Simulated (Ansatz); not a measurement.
# NaH in Ansatz: the effect of functional

NaH:

```
CELL_PARAMETERS angstrom
0.00000 2.48786 2.48786
2.48786 0.00000 2.48786
2.48786 2.48786 0.00000
ATOMIC_POSITIONS crystal
Na 0.00000 0.00000 0.00000
H 0.50000 0.50000 0.50000
```

The cell isn't the ideal one: volume scaled by 1.06.

Alike in all runs:

| Item | Value |
| --- | --- |
| Program | Ansatz 0.2.0 |
| Task | single point |
| Potentials or basis | Ansatz PAW |
| k mesh | 9 × 9 × 9 |
| Occupations | fermi-dirac, width 0.05 eV |
| Spin | no spin polarisation |

**Question.** One run gave: gap on the mesh 3.72 eV; pressure -2.2 GPa. Which functional did it use?
A. LDA
B. PBEsol
C. r2SCAN

**Answer.** B.

| functional | cutoff | gap on the mesh (eV) | pressure (GPa) |
| --- | --- | --- | --- |
| LDA | 420 eV (not typed: the program's choice for these potentials) | 3.57 | -3.5 |
| PBEsol | 420 eV (not typed: the program's choice for these potentials) | 3.72 | -2.2 |
| r2SCAN | 500 eV (not typed: the program's choice for these potentials) | 4.49 | -2.2 |

Caveats: odd divisions of the mesh miss points on the zone boundary, where band edges often lie, so the gap on the mesh can be too wide; the PAW data sets come from PBE, with cores solved anew for the run's functional, which leaves a small shift of forces and pressure.

A k mesh can miss the band edges.
